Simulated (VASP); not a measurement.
Wanted: the native input for a VASP 6.6.1 run.

- Task: relaxation of cell and atoms
- Functional: PBE
- Potentials or basis: VASP PAW PBE potentials, release 54 (Cu, O)
- Cutoff: 600 eV
- k mesh: 11 × 11 × 10
- Occupations: fermi-dirac, width 0.05 eV
- Spin: no spin polarisation
- Further INCAR settings: ALGO = Fast; EDIFF = 1e-06; IBRION = 2; EDIFFG = -0.02; NSW = 40; ISIF = 3

The structure of CuO lies in POSCAR:

```
CuO
1.0
    2.8363251100      0.0000000000      0.0000000000
   -1.4181625500      2.4563296000      0.0000000000
    0.0000000000      0.0000000000      2.7681127800
Cu O
1 1
Direct
    0.0000000000      0.0000000000      0.0000000000
    0.6666666667      0.3333333333      0.5000000000
```

Measurements of this composition are mostly on another form, of space group No. 15.

The input as run:

INCAR

```
SYSTEM = CuO
ALGO = Fast
EDIFF = 1E-6
EDIFFG = -0.02
ENCUT = 600
GGA = PE
IBRION = 2
ISIF = 3
ISMEAR = -1
LASPH = .TRUE.
LCHARG = .FALSE.
LREAL = .FALSE.
LWAVE = .FALSE.
NELM = 60
NSW = 40
PREC = Accurate
SIGMA = 0.05
```

KPOINTS

```
k-points
0
G
  11 11 10
  0 0 0
```

Potentials or basis: VASP PAW PBE potentials, release 54 (Cu, O).

Command:

```sh
$ cat potpaw_PBE.54/Cu/POTCAR potpaw_PBE.54/O/POTCAR > POTCAR
$ mpirun -np 1 vasp_std > vasp.out
```

It gave:

```json
{
  "Relaxed volume": "9.70 Å³/atom",
  "Relaxed cell": "a = 2.886 Å, b = 2.886 Å, c = 2.689 Å, α = 90.00°, β = 90.00°, γ = 120.00°",
  "Space group after relaxing (to 0.05 Å)": "P-6m2 (No. 187)",
  "Energy gained by relaxing": "9.7 meV/atom",
  "Ionic steps": "5",
  "Pressure after relaxing": "-0.1 GPa",
  "Band gap on the k mesh": "none (metal or under the smearing width)"
}
```

Caveat: an odd number of electrons without spin polarisation forces a metal; a magnetic or distorted state may lie lower; the run has no spin polarisation, though such a crystal can be magnetic; semilocal functionals often make such compounds metallic where correlation or magnetic order opens a gap, which also shifts bond lengths.

It took 30 s on 1 thread of Intel(R) Xeon(R) 6975P-C (Granite Rapids), with other jobs on the host, peak memory 0.16 GiB.
